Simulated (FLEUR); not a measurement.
**KI under changes of volume**

One of the cells (44.091 Å³/atom); the others are scaled copies at fixed shape and fractional positions:

```
I K
1.0
     0.00000    3.53277    3.53277
     3.53277    0.00000    3.53277
     3.53277    3.53277    0.00000
I K
1 1
Direct
  0.50000 0.50000 0.50000
  0.00000 0.00000 0.00000
```

```yaml
Program: FLEUR MaX-R8.1 (later development tree)
Functional: PBE
Potentials_or_basis: all-electron
Basis: FLAPW
Kmax: 3.8 1/bohr
k_mesh: 7 × 7 × 7
Occupations: fermi-dirac, width 0.05 eV
Spin: no spin polarisation
```

```tsv
volume (Å³/atom)	energy over the lowest point (meV/atom)	gap on the mesh (eV)
41.445	?	?
42.327	13.40	4.06
43.209	7.80	4.01
44.091	3.78	3.96
44.973	1.25	3.92
45.854	0.03	3.88
46.736	0.00	3.83
```

Problem. What does the run at 41.445 Å³/atom give?

Solution. Energy over the lowest point 20.87 meV/atom; gap on the mesh 4.12 eV.

Worked out: A Birch-Murnaghan fit of order 3 (a polynomial in V^(-2/3)) to the other rows has its minimum at 46.31 Å³/atom with B0 = V·E''(V) = 10.9 GPa and B' = 4.1. It gives 20.79 meV/atom at 41.445 Å³/atom, against the run's 20.87. A straight line through the other rows of the gap, of slope -2.28 eV per unit of ln V (its deformation potential), extrapolates to 4.11 eV, against the run's 4.12.

Energies are extrapolated to zero smearing.

Caveats: spin-orbit coupling is left out, which moves the levels of the heavy elements; an odd mesh through Γ misses points on the zone boundary, where band edges often lie (some runs).
